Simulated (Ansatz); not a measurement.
# Au (P6_3/mmc) in Ansatz: notebook, part 2 of 2

Ansatz 0.2.0. The steps go on from the part before.

## (3) Single point, PBE

Contents of input.yaml:

```yaml
crystal:
  lattice:
    - [2.9, 0.0, 0.0]
    - [-1.45, 2.511473671, 0.0]
    - [0.0, 0.0, 4.88]
  atoms:
    - { symbol: Au, position: [0.6666666667, 0.3333333333, 0.25] }
    - { symbol: Au, position: [0.3333333333, 0.6666666667, 0.75] }
hamiltonian:
  xc: pbe
  pseudopotentials: { kind: paw }
kpoints:
  mp_grid: { grid: [11, 11, 6] }
scf:
  occupations: { method: gaussian, width: 0.027 }
output:
  forces: true
  stress: true
  eigenvalues: true
```

Potentials or basis: Ansatz PAW.

The run is started by

```sh
$ ansatz run input.yaml --threads 2 --pin off --max-ram 5632MiB --backend cpu --events-out ev --progress --plain --runs-dir out
```

Log:

```text
Warning: RAYON_NUM_THREADS=2 ignored (pool sized by the plan → 2); use --threads N
Engine: ansatz 0.2.0, x86_64-unknown-linux-gnu
Pseudopotentials: kind: paw
Pseudopotential: Au, paw, valence charge 19, recommended cutoff 420 eV (normal), Au.paw.azcp
Functional definition: PBE
  parameter kappa = 0.804
  parameter beta = 0.06672455060314922
  exchange = pbe_x(kappa = kappa, mu = beta*pi^2/3)
  correlation = pbe_c(beta = beta)
Crystal: 2 atoms, lattice volume = 35.542 Å³
Basis set: ecut = 420 eV, 701 PW (Γ), exchange–correlation on 40×40×72 points (8 copies of the dense FFT grid, shifted against one another)
Bands: 23, of which v1, the nominal top of the filled ones, is band 19 counted from 1 (18 counted from 0)
Symmetry: 24 space group operations
Space group: P63/mmc (ITA 194), of the structure as read, at distance tolerance 3.3e-5 Å
k-points: 64 of 726
Non-local potential: Au, projectors of the file, l = 0: 3, l = 1: 2, l = 2: 2, l = 3: 1
PAW form: soft (Blöchl's): semilocal exchange-correlation on the pseudo side does not see the compensation charge
PAW one-centre angular grid: Au, 590 points (default); XC on 64 Gauss nodes
Initial density: superposition of atomic densities (neutral atoms: chi_scale 0, normalization atom), corrected by the library's trained network
Initial wavefunctions: pseudopotential atomic-orbital guess
Functional: x = pbe(κ = 0.804, μ = 0.2195149727645171), c = pbe(β = 0.06672455060314922)
SCF iter   1: F=—  HF=-26298.639693 eV  |F-HF|=—  |Δ(HF+E_count)|=         —  Δρ=2.06e-3  dr2=4.74e-4  ethr=1.77e-3  ⟨swp⟩=5.2  Hψ=5749  notcnv=0
preconditioner: auto → none  [insulator: Δε(μ)=0.035 eV  Ē_g=10.678 eV  σ=0.027 eV  W_gap=0.59  n_scr=10 (ndim 8)  ℏωp=29.2 eV  f_vac=0.000  D(μ)=2.51/eV (n_scr^D=22)  ε∞_Penn≈8.5]
SCF iter   2: F=—  HF=-26298.641131 eV  |F-HF|=—  |Δ(HF+E_count)|=   1.44e-3  Δρ=1.02e-3  dr2=9.36e-5  ethr=1.25e-6  ⟨swp⟩=2.9  Hψ=3418  notcnv=0  defer=5
SCF iter   3: F=—  HF=-26298.641361 eV  |F-HF|=—  |Δ(HF+E_count)|=   2.29e-4  Δρ=1.23e-4  dr2=1.25e-6  ethr=2.46e-7  ⟨swp⟩=2.0  Hψ=2159  notcnv=0  defer=5
iter 4 did not close the SCF: its close was put off for the readings that it lacked (scf_convergence_deferred on its scf_iter line)
SCF iter   4: F=-26298.641365 eV  HF=-26298.641365 eV  |F-HF|=8.56e-9  |Δ(HF+E_count)|=   4.19e-6  Δρ=6.24e-6  dr2=4.47e-9  ethr=3.29e-9  ⟨swp⟩=2.0  Hψ=2165  notcnv=0  defer=5
iter 5 did not close the SCF: its close was put off for the readings that it lacked (scf_convergence_deferred on its scf_iter line)
SCF iter   5: F=-26298.641365 eV  HF=-26298.641365 eV  |F-HF|=6.18e-11  |Δ(HF+E_count)|=   1.06e-8  Δρ=9.21e-7  dr2=1.17e-10  ethr=1.18e-11  ⟨swp⟩=2.1  Hψ=2528  notcnv=0  defer=5
SCF iter   6: F=-26298.641365 eV  HF=-26298.641365 eV  |F-HF|=2.55e-11  |Δ(HF+E_count)|=  1.06e-10  Δρ=3.30e-7  dr2=3.54e-11  ethr=1.00e-12  ⟨swp⟩=1.8  Hψ=4181  notcnv=0
SCF 1 converged in 6 iterations: F = -26298.641365 eV  dr2 = 3.54e-11
SCF converged after 6 iterations
Free energy (F): -26298.641365 eV
Harris-Foulkes:  -26298.641365 eV  (|F-HF|=2.55e-11)
Internal energy: -26298.640457 eV  (E = F + TS)
E sigma→0 (E₀):  -26298.640911 eV
Entropy (-TS):   -0.000908 eV (-0.454 meV/atom)
Fermi energy:    19.490804 eV
--- Per-component energies (eV) ---
  E_band       = -449.837427
  E_kinetic    = 1208.743491
  E_local      = -3534.731151  (includes V_loc(G=0)·N_el)
  E_nonlocal   = 148.685419
  E_hartree    = 1500.260099
  E_xc         = -455.581663
  E_vxc        = -549.874888  (∫ρ·V_xc dr)
  E_paw        = -19413.497201  (= ΣΔE_a)
  E_vpaw       = -723.183788  (= ΣTr[D̂ρ^β])
  E_aug_tail   = 0.002832  (compensation charges beyond the density's cutoff)
  E_ewald      = -5752.522283
  E_smearing   = -0.000908  (= −TS)
  E_closure    = 0.000000  (closes the sum)
  Σ components = -26298.641365   (vs F -26298.641365, Δ=0.00e0)
--- Forces (eV/Å), atoms counted from 1 ---
  atom   1  Au    -0.00000000    -0.00000000     0.00000000
  atom   2  Au     0.00000000     0.00000000    -0.00000000
  max |Σ_I F_I| component: 1.39e-17 eV/Å
--- Stress (GPa, compression-positive) ---
        2.172226       0.000000      -0.000000
        0.000000       2.172226      -0.000000
       -0.000000      -0.000000       1.220082
  P = ⅓ Tr σ = 1.8548 GPa (18.548 kbar)
--- Band table (eV; the first three rows and the last of 64) ---
  k-point 0: bands = ["-85.7892", "-85.7812", "-37.3221", "-37.1753", "-37.1753", "-37.1550", "-37.1517", "-37.1517", "10.0728", "12.4686", "14.8544", "15.1363", "15.1363", "15.4242", "15.4242", "16.0837", "16.0837", "17.3512", "17.3512", "18.5243", "21.9678", "34.0781", "35.0995"]
  k-point 1: bands = ["-85.7887", "-85.7817", "-37.3110", "-37.1737", "-37.1737", "-37.1663", "-37.1533", "-37.1533", "10.2924", "12.4496", "14.8072", "15.0932", "15.0932", "15.3633", "15.3633", "16.2359", "16.2359", "17.2804", "17.3161", "17.3161", "23.6488", "33.5858", "35.3227"]
  k-point 2: bands = ["-85.7872", "-85.7832", "-37.2806", "-37.1971", "-37.1694", "-37.1694", "-37.1576", "-37.1576", "10.9049", "12.2805", "14.7322", "15.0545", "15.0545", "15.2263", "15.2263", "15.6942", "16.5709", "16.5709", "17.1826", "17.1826", "26.6140", "32.4677", "34.6041"]
  k-point 63: bands = ["-85.7770", "-85.7770", "-37.3066", "-37.3066", "-37.2664", "-37.2664", "-37.1933", "-37.1933", "13.7509", "13.7509", "14.4613", "14.4613", "15.1201", "15.1201", "16.0283", "16.0283", "17.4275", "17.4275", "23.1450", "23.1450", "23.8689", "23.8689", "26.6785"]
```

Run time: 2.4 s. Hardware: 2 threads of Intel Xeon at 2.50GHz (Skylake/Cascade Lake), shared host; peak memory 0.35 GiB.

Results:

```yaml
Free_energy: -26298.6414 eV
Pressure: 1.9 GPa
Band_gap_on_the_k_mesh: none (metal or under the smearing width)
```

Levels at points of the mesh, in eV from the Fermi level:
```
            k point  band 17  band 18  band 19  band 20  band 21  band 22
 (0.00, 0.00, 0.00)    -3.41    -2.14    -2.14    -0.97     2.48    14.59
(0.00, 0.00, -0.50)    -2.57    -2.57    -2.57    -2.57    10.32    10.32
```

## (4) Single point, PBE

input.yaml, as its differences from that of step 3:

```diff
@@ -14,3 +14,3 @@
 scf:
-  occupations: { method: gaussian, width: 0.027 }
+  occupations: { method: gaussian, width: 0.028 }
 output:
```

Potentials or basis: Ansatz PAW.

The run is started by

```sh
$ ansatz run input.yaml --threads 2 --pin off --max-ram 5632MiB --backend cpu --events-out ev --progress --plain --runs-dir out
```

Log:

```text
Warning: RAYON_NUM_THREADS=2 ignored (pool sized by the plan → 2); use --threads N
[... 8 set-up lines as earlier in the session ...]
Crystal: 2 atoms, lattice volume = 35.542 Å³
Basis set: ecut = 420 eV, 701 PW (Γ), exchange–correlation on 40×40×72 points (8 copies of the dense FFT grid, shifted against one another)
Bands: 23, of which v1, the nominal top of the filled ones, is band 19 counted from 1 (18 counted from 0)
[... 2 set-up lines as earlier in the session ...]
k-points: 64 of 726
[... 6 set-up lines as earlier in the session ...]
SCF iter   1: F=—  HF=-26298.639728 eV  |F-HF|=—  |Δ(HF+E_count)|=         —  Δρ=2.06e-3  dr2=4.74e-4  ethr=1.77e-3  ⟨swp⟩=5.2  Hψ=5732  notcnv=0
preconditioner: auto → none  [insulator: Δε(μ)=0.035 eV  Ē_g=10.678 eV  σ=0.028 eV  W_gap=0.58  n_scr=10 (ndim 8)  ℏωp=29.2 eV  f_vac=0.000  D(μ)=2.46/eV (n_scr^D=22)  ε∞_Penn≈8.5]
SCF iter   2: F=—  HF=-26298.641165 eV  |F-HF|=—  |Δ(HF+E_count)|=   1.44e-3  Δρ=1.02e-3  dr2=9.37e-5  ethr=1.25e-6  ⟨swp⟩=2.9  Hψ=3408  notcnv=0  defer=3
SCF iter   3: F=—  HF=-26298.641394 eV  |F-HF|=—  |Δ(HF+E_count)|=   2.30e-4  Δρ=1.23e-4  dr2=1.25e-6  ethr=2.47e-7  ⟨swp⟩=2.0  Hψ=2160  notcnv=0  defer=3
iter 4 did not close the SCF: its close was put off for the readings that it lacked (scf_convergence_deferred on its scf_iter line)
SCF iter   4: F=-26298.641399 eV  HF=-26298.641399 eV  |F-HF|=8.54e-9  |Δ(HF+E_count)|=   4.17e-6  Δρ=6.21e-6  dr2=4.41e-9  ethr=3.28e-9  ⟨swp⟩=2.0  Hψ=2165  notcnv=0  defer=3
iter 5 did not close the SCF: its close was put off for the readings that it lacked (scf_convergence_deferred on its scf_iter line)
SCF iter   5: F=-26298.641399 eV  HF=-26298.641399 eV  |F-HF|=9.82e-11  |Δ(HF+E_count)|=   1.05e-8  Δρ=8.85e-7  dr2=9.61e-11  ethr=1.16e-11  ⟨swp⟩=2.2  Hψ=2529  notcnv=0  defer=3
SCF iter   6: F=-26298.641399 eV  HF=-26298.641399 eV  |F-HF|=3.27e-11  |Δ(HF+E_count)|=  1.31e-10  Δρ=2.71e-7  dr2=2.41e-11  ethr=1.00e-12  ⟨swp⟩=1.8  Hψ=4117  notcnv=0
SCF 1 converged in 6 iterations: F = -26298.641399 eV  dr2 = 2.41e-11
SCF converged after 6 iterations
Free energy (F): -26298.641399 eV
Harris-Foulkes:  -26298.641399 eV  (|F-HF|=3.27e-11)
Internal energy: -26298.640445 eV  (E = F + TS)
E sigma→0 (E₀):  -26298.640922 eV
Entropy (-TS):   -0.000954 eV (-0.477 meV/atom)
Fermi energy:    19.490497 eV
--- Per-component energies (eV) ---
  E_band       = -449.837758
  E_kinetic    = 1208.743345
  E_local      = -3534.730719  (includes V_loc(G=0)·N_el)
  E_nonlocal   = 148.685384
  E_hartree    = 1500.259787
  E_xc         = -455.581636
  E_vxc        = -549.874854  (∫ρ·V_xc dr)
  E_paw        = -19413.497153  (= ΣΔE_a)
  E_vpaw       = -723.183698  (= ΣTr[D̂ρ^β])
  E_aug_tail   = 0.002832  (compensation charges beyond the density's cutoff)
  E_ewald      = -5752.522283
  E_smearing   = -0.000954  (= −TS)
  E_closure    = -0.000000  (closes the sum)
  Σ components = -26298.641399   (vs F -26298.641399, Δ=0.00e0)
--- Forces (eV/Å), atoms counted from 1 ---
  atom   1  Au     0.00000000    -0.00000000     0.00000000
  atom   2  Au    -0.00000000     0.00000000    -0.00000000
  max |Σ_I F_I| component: 4.63e-18 eV/Å
--- Stress (GPa, compression-positive) ---
        2.172926       0.000000      -0.000000
        0.000000       2.172926      -0.000000
       -0.000000      -0.000000       1.217943
  P = ⅓ Tr σ = 1.8546 GPa (18.546 kbar)
--- Band table (eV; the first three rows and the last of 64) ---
  k-point 0: bands = ["-85.7892", "-85.7812", "-37.3221", "-37.1753", "-37.1753", "-37.1550", "-37.1517", "-37.1517", "10.0728", "12.4686", "14.8544", "15.1363", "15.1363", "15.4242", "15.4242", "16.0837", "16.0837", "17.3512", "17.3512", "18.5243", "21.9678", "34.0781", "35.0995"]
  k-point 1: bands = ["-85.7887", "-85.7817", "-37.3110", "-37.1737", "-37.1737", "-37.1663", "-37.1533", "-37.1533", "10.2924", "12.4496", "14.8072", "15.0932", "15.0932", "15.3633", "15.3633", "16.2358", "16.2358", "17.2803", "17.3161", "17.3161", "23.6488", "33.5859", "35.3227"]
  k-point 2: bands = ["-85.7872", "-85.7832", "-37.2807", "-37.1971", "-37.1694", "-37.1694", "-37.1576", "-37.1576", "10.9049", "12.2805", "14.7322", "15.0545", "15.0545", "15.2263", "15.2263", "15.6941", "16.5709", "16.5709", "17.1826", "17.1826", "26.6140", "32.4677", "34.6041"]
  k-point 63: bands = ["-85.7770", "-85.7770", "-37.3066", "-37.3066", "-37.2664", "-37.2664", "-37.1933", "-37.1933", "13.7509", "13.7509", "14.4613", "14.4613", "15.1201", "15.1201", "16.0283", "16.0283", "17.4275", "17.4275", "23.1450", "23.1450", "23.8689", "23.8689", "26.6785"]
```

Run time: 2.4 s. Hardware: 2 threads of Intel Xeon at 2.50GHz (Skylake/Cascade Lake), shared host; peak memory 0.35 GiB.

What came out:

```
Free energy            : -26298.6414 eV
Pressure               : 1.9 GPa
Band gap on the k mesh : none (metal or under the smearing width)
```

Spin-orbit coupling is left out, which matters for the levels of Au.

## (5) Summary

```tsv
task	level	cell	smearing	gap on the mesh (eV)	pressure (GPa)
relaxation of cell and atoms	BLYP+D4	relaxed	fermi-dirac 0.05 eV	none	0.0
single point	PBE	as given	gaussian 0.027 eV	none	1.9
single point	PBE	as given	gaussian 0.028 eV	none	1.9
```

Alike in all rows: potentials or basis Ansatz PAW; no spin polarisation; k mesh 11 × 11 × 6; cutoff (eV) 420.

Caveats: the plane-wave basis is chosen anew once the cell has moved, so the energies of steps on either side of that aren't comparable (some runs); pairwise dispersion overbinds metals, which lowers pressure and volume (some runs); the PAW data sets come from PBE, with cores solved anew for the run's functional, which leaves a small shift of forces and pressure (some runs).

Absolute energies hang on the potentials; compare differences alone.
